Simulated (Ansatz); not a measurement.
# AlP: pressure against volume, part 1 of 2

How stiff is AlP, and at what volume does the pressure vanish? The cell is scaled evenly, atoms carried along, and solved with LAPW, PAW and all-electron datasets made for the crystal.

The COD entry's cell or inner coordinates are ideal or old and differ from later refinements, so a difference from it is no clean test against experiment.

Program: Ansatz 0.2.0. Level of theory: DFT PBE, scalar-relativistic. These are calculated values, not measurements.

**1. The structure to begin with**

Symmetry: F-43m, No. 216, cubic system. Conventional cell: a = 5.451 Å, b = 5.451 Å, c = 5.451 Å, α = 90.00°, β = 90.00°, γ = 90.00°. Around Al (site symmetry -43m) lie 4 P at 2.36 Å. P (site symmetry -43m) has 4 Al at 2.36 Å as nearest neighbours.

As a file:

```cif
data_structure
_symmetry_space_group_name_H-M 'F-43m'
_symmetry_Int_Tables_number 216
_cell_length_a 5.4510
_cell_length_b 5.4510
_cell_length_c 5.4510
_cell_angle_alpha 90.000
_cell_angle_beta 90.000
_cell_angle_gamma 90.000
_cell_volume 161.97
loop_
_atom_site_label
_atom_site_type_symbol
_atom_site_symmetry_multiplicity
_atom_site_Wyckoff_symbol
_atom_site_fract_x
_atom_site_fract_y
_atom_site_fract_z
_atom_site_occupancy
Al1 Al 4 a 0.00000 0.00000 0.00000 1
P1 P 4 c 0.25000 0.25000 0.25000 1
```

The file gives the conventional cell by its symmetry; the runs use the cell typed in the input.

Structure: COD 9008831, as refined from experiment and not relaxed.

Atoms are numbered in the order of the input: Al1, P2.

**2. Volume × 0.9405, LAPW**

input.yaml

```yaml
crystal:
  lattice:
    - [0.0, 2.6703352352, 2.6703352352]
    - [2.6703352352, 0.0, 2.6703352352]
    - [2.6703352352, 2.6703352352, 0.0]
  atoms:
    - { symbol: Al, position: [0.0, 0.0, 0.0] }
    - { symbol: P, position: [0.75, 0.75, 0.75] }
kpoints:
  mp_grid: { grid: [13, 13, 13] }
scf:
  occupations: { method: fermi_dirac, width: 0.03 }
hamiltonian:
  xc: pbe
  pseudopotentials: { kind: all_electron, lapw: { basis_error: 0.00025 } }
output:
  forces: true
  stress: true
  eigenvalues: true
```

The log of the run (excerpt; [...] marks lines left out):

```text
LAPW: plane waves up to 8.562 Å⁻¹, error target 2.5e-4 eV per atom; small_component_spin mean_spin; Al in spheres of 1.183 Å, 11 of its electrons in bands, Dirac shells []; P in spheres of 1.130 Å, 13 of its electrons in bands, Dirac shells []
[...]
Pseudopotentials: kind: all_electron
Pseudopotential: Al, LAPW, valence charge 11, Koelling and Harmon's equation, gaussian nucleus
Pseudopotential: P, LAPW, valence charge 13, Koelling and Harmon's equation, gaussian nucleus
Functional definition: PBE
[...]
Crystal: 2 atoms, lattice volume = 38.083 Å³
Basis set: ecut = 279.3284355064806 eV, 411 PW (Γ), exchange–correlation at level 2
Bands: 16, of which v1, the nominal top of the filled ones, is band 12 counted from 1 (11 counted from 0)
Symmetry: 24 space group operations
Space group: F-43m (ITA 216), of the structure as read, at distance tolerance 3.4e-5 Å
k-points: 84 of 2197 (time reversal used)
[...]
SCF iter   1: F=—  HF=-15918.027783 eV  |F-HF|=—  |Δ(HF+E_count)|=         —  Δρ=4.82e-2  dr2=1.27e0  ethr=5.29e-3  ⟨swp⟩=2.0  Hψ=9803  notcnv=0
[...]
the basis was enlarged: its passes take 625.1 KiB over the memory plan, 1 of 1 planned eigensolver slots
[...]
SCF iter   6: F=-15917.668538 eV  HF=-15917.668538 eV  |F-HF|=1.23e-7  |Δ(HF+E_count)|=   2.19e-6  Δρ=1.68e-5  dr2=7.01e-8  ethr=6.53e-9  ⟨swp⟩=3.0  Hψ=3755  notcnv=0
[...]
SCF converged after 6 iterations
Free energy (F): -15917.668538 eV
[...]
E sigma→0 (E₀):  -15917.668538 eV
Fermi energy:    7.773183 eV
[...]
--- Forces (eV/Å), atoms counted from 1 ---
  atom   1  Al    -0.00000000     0.00000000     0.00000000
  atom   2  P      0.00000000     0.00000000    -0.00000000
[...]
--- Stress (GPa, compression-positive) ---
        9.149255       0.000000      -0.000000
        0.000000       9.149255       0.000000
       -0.000000       0.000000       9.149255
  P = ⅓ Tr σ = 9.1493 GPa (91.493 kbar)
--- Band table (eV; the first three rows and the last of 84) ---
  k-point 0: bands = ["-159.6833", "-110.1460", "-110.1460", "-110.1460", "-95.2506", "-56.7114", "-56.7114", "-56.7114", "-4.8725", "7.0271", "7.0271", "7.0271", "10.9021", "11.6773", "11.6773", "11.6773"]
[...]
```

Wall time 8.7 s (1 thread, shared host).

This run gives: pressure 9.15 GPa; gap on the k mesh 1.48 eV (an odd mesh misses the zone boundary).

**3. Volume × 0.9405, PAW**

input.yaml, as its differences from that of step 2:

```diff
@@ -14,3 +14,3 @@
   xc: pbe
-  pseudopotentials: { kind: all_electron, lapw: { basis_error: 0.00025 } }
+  pseudopotentials: { kind: paw }
 output:
@@ -19 +19,2 @@
   eigenvalues: true
+  efg: { contact_densities: true }
```

The log of the run (excerpt; [...] marks lines left out):

```text
[...]
Pseudopotentials: kind: paw
Pseudopotential: Al, paw, valence charge 3, recommended cutoff 420 eV (normal)
Pseudopotential: P, paw, valence charge 5, recommended cutoff 420 eV (normal)
[... 1 set-up line as earlier in the session ...]
[...]
Crystal: 2 atoms, lattice volume = 38.083 Å³
Basis set: ecut = 420 eV, 725 PW (Γ), exchange–correlation on 54×54×54 points (8 copies of the dense FFT grid, shifted against one another)
Bands: 8, of which v1, the nominal top of the filled ones, is band 4 counted from 1 (3 counted from 0)
[... 2 set-up lines as earlier in the session ...]
k-points: 84 of 2197 (time reversal used)
[...]
SCF iter   1: F=—  HF=-1294.345981 eV  |F-HF|=—  |Δ(HF+E_count)|=         —  Δρ=1.05e-3  dr2=5.98e-4  ethr=1.77e-3  ⟨swp⟩=6.3  Hψ=6426  notcnv=0
[...]
E sigma→0 (E₀):  -1294.345958 eV
Fermi energy:    6.449097 eV
[...]
--- Forces (eV/Å), atoms counted from 1 ---
  atom   1  Al    -0.00000000     0.00000000     0.00000000
  atom   2  P      0.00000000    -0.00000000     0.00000000
[...]
--- Stress (GPa, compression-positive) ---
        9.241397       0.000000      -0.000000
       -0.000000       9.241397       0.000000
       -0.000000       0.000000       9.241397
  P = ⅓ Tr σ = 9.2414 GPa (92.414 kbar)
--- PAW observables at the nuclei: V_zz in 10²¹ V/m², potentials from the cell's mean, atoms counted from 1 ---
  atom   1  Al V_zz =    +0.000000   η = 0.0000   by run symmetry: forbidden
            electrostatic potential = -1228.056232 V   contact ρ = 10084.101172 e/Å³
  atom   2  P  V_zz =    -0.000000   η = 0.0000   by run symmetry: forbidden
            electrostatic potential = -1494.369279 V   contact ρ = 16016.628099 e/Å³
--- Band table (eV; the first three rows and the last of 84) ---
  k-point 0: bands = ["-6.1903", "5.7027", "5.7027", "5.7027", "9.5849", "10.3572", "10.3572", "10.3572"]
[...]
```

Run time: 2 s. Hardware: 1 thread, shared host.

In short: pressure 9.24 GPa; gap on the k mesh 1.48 eV (an odd mesh misses the zone boundary).

**4. Volume × 0.9405, crystal datasets**

input.yaml, as its differences from that of step 3:

```diff
@@ -14,3 +14,3 @@
   xc: pbe
-  pseudopotentials: { kind: paw }
+  pseudopotentials: { kind: all_electron, datasets: crystal }
 output:
```

The log of the run (excerpt; [...] marks lines left out):

```text
[...]
[... 1 set-up line as earlier in the session ...]
Pseudopotential: Al, paw, valence charge 11, recommended cutoff 200 eV (normal), Koelling and Harmon's equation, gaussian nucleus
Pseudopotential: P, paw, valence charge 5, recommended cutoff 200 eV (normal), Koelling and Harmon's equation, gaussian nucleus
[... 1 set-up line as earlier in the session ...]
[...]
Crystal: 2 atoms, lattice volume = 38.083 Å³
Basis set: ecut = 200 eV, 259 PW (Γ), exchange–correlation on 40×40×40 points (8 copies of the dense FFT grid, shifted against one another)
Bands: 8, of which v1, the nominal top of the filled ones, is band 4 counted from 1 (3 counted from 0)
[... 2 set-up lines as earlier in the session ...]
k-points: 84 of 2197 (time reversal used)
[...]
--- Forces (eV/Å), atoms counted from 1 ---
  atom   1  Al    -0.00000000     0.00000000     0.00000000
  atom   2  P      0.00000000    -0.00000000    -0.00000000
[...]
--- Stress (GPa, compression-positive) ---
        9.147627      -0.000000       0.000000
       -0.000000       9.147627       0.000000
       -0.000000       0.000000       9.147627
  P = ⅓ Tr σ = 9.1476 GPa (91.476 kbar)
  It holds what live shells' own plane waves past their cutoff add
--- PAW observables at the nuclei: V_zz in 10²¹ V/m², potentials from the cell's mean, atoms counted from 1 ---
  atom   1  Al V_zz =    -0.000000   η = 0.0000   by run symmetry: forbidden
            electrostatic potential = -1227.808801 V   contact ρ = 10090.239610 e/Å³
  atom   2  P  V_zz =    -0.000000   η = 0.0000   by run symmetry: forbidden
            electrostatic potential = -1494.033562 V   contact ρ = 16029.586009 e/Å³
--- Band table (eV; the first three rows and the last of 84) ---
  k-point 0: bands = ["-4.8725", "7.0271", "7.0271", "7.0271", "10.9025", "11.6774"]
[...]
```

Wall time 3.4 s (1 thread, shared host).

This run gives: pressure 9.15 GPa; gap on the k mesh 1.48 eV (an odd mesh misses the zone boundary).

**5. Volume × 0.97, LAPW**

input.yaml

```yaml
crystal:
  lattice:
    - [0.0, 2.6979678146, 2.6979678146]
    - [2.6979678146, 0.0, 2.6979678146]
    - [2.6979678146, 2.6979678146, 0.0]
  atoms:
    - { symbol: Al, position: [0.0, 0.0, 0.0] }
    - { symbol: P, position: [0.75, 0.75, 0.75] }
kpoints:
  mp_grid: { grid: [13, 13, 13] }
scf:
  occupations: { method: fermi_dirac, width: 0.03 }
hamiltonian:
  xc: pbe
  pseudopotentials: { kind: all_electron, lapw: { basis_error: 0.00025 } }
output:
  forces: true
  stress: true
  eigenvalues: true
```

The log of the run (excerpt; [...] marks lines left out):

```text
LAPW: plane waves up to 8.440 Å⁻¹, error target 2.5e-4 eV per atom; small_component_spin mean_spin; Al in spheres of 1.195 Å, 11 of its electrons in bands, Dirac shells []; P in spheres of 1.141 Å, 13 of its electrons in bands, Dirac shells []
[...]
[... 4 set-up lines as earlier in the session ...]
[...]
Crystal: 2 atoms, lattice volume = 39.277 Å³
Basis set: ecut = 271.4099356787063 eV, 411 PW (Γ), exchange–correlation at level 2
Bands: 16, of which v1, the nominal top of the filled ones, is band 12 counted from 1 (11 counted from 0)
[... 2 set-up lines as earlier in the session ...]
[...]
the basis was enlarged: its passes take 591.5 KiB over the memory plan, 1 of 1 planned eigensolver slots
[...]
SCF iter   6: F=-15917.723573 eV  HF=-15917.723573 eV  |F-HF|=1.27e-7  |Δ(HF+E_count)|=   2.33e-6  Δρ=1.65e-5  dr2=7.20e-8  ethr=6.70e-9  ⟨swp⟩=3.0  Hψ=3760  notcnv=0
[...]
SCF converged after 6 iterations
Free energy (F): -15917.723573 eV
[...]
E sigma→0 (E₀):  -15917.723573 eV
Fermi energy:    7.454482 eV
[...]
--- Forces (eV/Å), atoms counted from 1 ---
  atom   1  Al    -0.00000000     0.00000000    -0.00000000
  atom   2  P      0.00000000    -0.00000000    -0.00000000
[...]
--- Stress (GPa, compression-positive) ---
        5.702905       0.000000      -0.000000
        0.000000       5.702905       0.000000
       -0.000000       0.000000       5.702905
  P = ⅓ Tr σ = 5.7029 GPa (57.029 kbar)
--- Band table (eV; the first three rows and the last of 84) ---
  k-point 0: bands = ["-160.0756", "-110.5407", "-110.5407", "-110.5407", "-95.6706", "-57.1322", "-57.1322", "-57.1322", "-5.0367", "6.6758", "6.6758", "6.6758", "10.2819", "11.2848", "11.2848", "11.2848"]
[...]
```

Wall time 8.9 s (1 thread, shared host).

In short: pressure 5.70 GPa; gap on the k mesh 1.55 eV (an odd mesh misses the zone boundary).

**6. Volume × 0.97, PAW**

input.yaml, as its differences from that of step 5:

```diff
@@ -14,3 +14,3 @@
   xc: pbe
-  pseudopotentials: { kind: all_electron, lapw: { basis_error: 0.00025 } }
+  pseudopotentials: { kind: paw }
 output:
@@ -19 +19,2 @@
   eigenvalues: true
+  efg: { contact_densities: true }
```

The log of the run (excerpt; [...] marks lines left out):

```text
[...]
[... 4 set-up lines as earlier in the session ...]
[...]
Crystal: 2 atoms, lattice volume = 39.277 Å³
Basis set: ecut = 420 eV, 749 PW (Γ), exchange–correlation on 54×54×54 points (8 copies of the dense FFT grid, shifted against one another)
Bands: 8, of which v1, the nominal top of the filled ones, is band 4 counted from 1 (3 counted from 0)
[... 2 set-up lines as earlier in the session ...]
k-points: 84 of 2197 (time reversal used)
[...]
SCF iter   1: F=—  HF=-1294.401702 eV  |F-HF|=—  |Δ(HF+E_count)|=         —  Δρ=1.14e-3  dr2=7.94e-4  ethr=1.77e-3  ⟨swp⟩=6.3  Hψ=6416  notcnv=0
[...]
E sigma→0 (E₀):  -1294.401630 eV
Fermi energy:    6.169765 eV
[...]
--- Forces (eV/Å), atoms counted from 1 ---
  atom   1  Al    -0.00000000     0.00000000     0.00000000
  atom   2  P      0.00000000    -0.00000000     0.00000000
[...]
--- Stress (GPa, compression-positive) ---
        5.775276      -0.000000      -0.000000
        0.000000       5.775276       0.000000
       -0.000000       0.000000       5.775276
  P = ⅓ Tr σ = 5.7753 GPa (57.753 kbar)
--- PAW observables at the nuclei: V_zz in 10²¹ V/m², potentials from the cell's mean, atoms counted from 1 ---
  atom   1  Al V_zz =    +0.000000   η = 0.0000   by run symmetry: forbidden
            electrostatic potential = -1227.549259 V   contact ρ = 10084.122465 e/Å³
  atom   2  P  V_zz =    +0.000000   η = 0.0000   by run symmetry: forbidden
            electrostatic potential = -1493.915666 V   contact ρ = 16016.900203 e/Å³
--- Band table (eV; the first three rows and the last of 84) ---
  k-point 0: bands = ["-6.3157", "5.3907", "5.3907", "5.3907", "9.0035", "10.0035", "10.0035", "10.0035"]
[...]
```

It took 2 s on 1 thread, shared host.

Read from it: pressure 5.78 GPa; gap on the k mesh 1.55 eV (an odd mesh misses the zone boundary).

(Continued in part 2 of 2.)
